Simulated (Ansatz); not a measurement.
**Density of states of Mg2Sn**

```xyz
3
Lattice="0.0000 3.3795 3.3795 3.3795 0.0000 3.3795 3.3795 3.3795 0.0000" Properties=species:S:1:pos:R:3 pbc="T T T"
Mg    1.6898    1.6898    1.6898
Mg    5.0693    5.0693    5.0693
Sn    0.0000    0.0000    0.0000
```

The cell is COD entry 1537878, as deposited and not checked against the literature; nothing was relaxed.

Spin–orbit coupling is left out, though it moves levels of the heavy atoms by tenths of an eV or more.

Computed with DFT, LDA, all-electron LAPW, scalar-relativistic (Ansatz 0.2.0).

Settings: a Γ-centred 11×11×11 k mesh, Fermi–Dirac smearing of 0.08 eV, basis error target 0.5 meV/atom, no spin polarisation.

States per eV and cell, averaged over 0.6 eV, from -9.4 to 1.8 eV, with energies (bin centres) from the Fermi level; empty bins are left out. 

| E (eV) | total |
| --- | --- |
| -9.2 | 0.07 |
| -8.6 | 0.57 |
| -8.0 | 1.45 |
| -7.4 | 1.25 |
| -4.4 | 1.27 |
| -3.8 | 1.37 |
| -3.2 | 1.20 |
| -2.6 | 1.18 |
| -2.0 | 1.80 |
| -1.4 | 1.69 |
| -0.8 | 1.21 |
| -0.2 | 0.31 |
| 0.4 | 0.45 |
| 1.0 | 1.33 |
| 1.6 | 1.93 |
